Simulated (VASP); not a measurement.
Input of a VASP 6.6.1 run:

The input INCAR:

```
PREC = Accurate
ENCUT = 520
EDIFF = 1E-6
ISMEAR = 0
SIGMA = 0.03
LREAL = False
LASPH = True
NELM = 80
ALGO = Normal
ISIF = 2
LWAVE = False
LCHARG = False
GGA = PS
NBANDS = 16
ICORELEVEL = 1
```

Contents of KPOINTS:

```
Automatic mesh
0
Gamma
  8 8 8
```

Contents of POSCAR:

```
CdSe                                    
1.0
    0.0000000000      3.0462087306      3.0462087306
    3.0462087306      0.0000000000      3.0462087306
    3.0462087306      3.0462087306      0.0000000000
  Cd              Se            
     1     1
Direct
     0.0000000000000000    0.0000000000000000    0.0000000000000000
     0.7500000000000000    0.7500000000000000    0.7500000000000000
```

File KPOINTS_OPT:

```
explicit points
159
Reciprocal
 0.0000000000  0.0000000000  0.0000000000 1
 0.0357142857  0.0000000000  0.0357142857 1
 0.0714285714  0.0000000000  0.0714285714 1
 0.1071428571  0.0000000000  0.1071428571 1
 0.1428571429  0.0000000000  0.1428571429 1
 0.1785714286  0.0000000000  0.1785714286 1
[... 151 lines left out ...]
 0.4250000000  0.0000000000  0.4250000000 1
 0.4500000000  0.0000000000  0.4500000000 1
```

Potentials or basis: VASP PAW PBE potentials, release 64 (Cd, Se).

Run with:

```bash
$ cat potpaw_PBE.64/Cd/POTCAR potpaw_PBE.64/Se/POTCAR > POTCAR
$ mpirun -np 1 vasp_std > vasp.out
```

Task: Predict the band gap along the path.

Result: 0.47 eV, direct.

Task: Predict the pressure.

Result: 0.1 GPa.

Task: What does it give for the band gap on the k mesh?

Result: 0.47 eV, direct.

Levels at the corners of the path, in eV from the valence-band top:
```tsv
point	band 7	band 8	band 9	band 10	band 11	band 12
Γ	0.00	0.00	0.00	0.47	5.85	5.85
X	-4.11	-1.86	-1.86	3.01	3.67	8.96
X	-4.11	-1.86	-1.86	3.01	3.67	8.96
W	-4.01	-2.25	-2.23	4.97	5.10	6.36
W	-4.01	-2.25	-2.23	4.97	5.10	6.36
K	-4.04	-2.55	-1.53	3.60	5.07	8.12
K	-4.04	-2.55	-1.53	3.60	5.07	8.12
Γ	0.00	0.00	0.00	0.47	5.85	5.85
Γ	0.00	0.00	0.00	0.47	5.85	5.85
L	-4.42	-0.75	-0.75	2.28	6.36	6.36
L	-4.42	-0.75	-0.75	2.28	6.36	6.36
U	-4.04	-2.55	-1.53	3.60	5.07	8.12
U	-4.04	-2.55	-1.53	3.60	5.07	8.12
W	-4.01	-2.25	-2.23	4.97	5.10	6.36
W	-4.01	-2.25	-2.23	4.97	5.10	6.36
L	-4.42	-0.75	-0.75	2.28	6.36	6.36
L	-4.42	-0.75	-0.75	2.28	6.36	6.36
K	-4.04	-2.55	-1.53	3.60	5.07	8.12
U	-4.04	-2.55	-1.53	3.60	5.07	8.12
X	-4.11	-1.86	-1.86	3.01	3.67	8.96
```

Caveat: the PAW data sets were made with another functional, which shifts forces and pressure a little. PBEsol gaps usually lie below the measured ones, often by a third to a half.
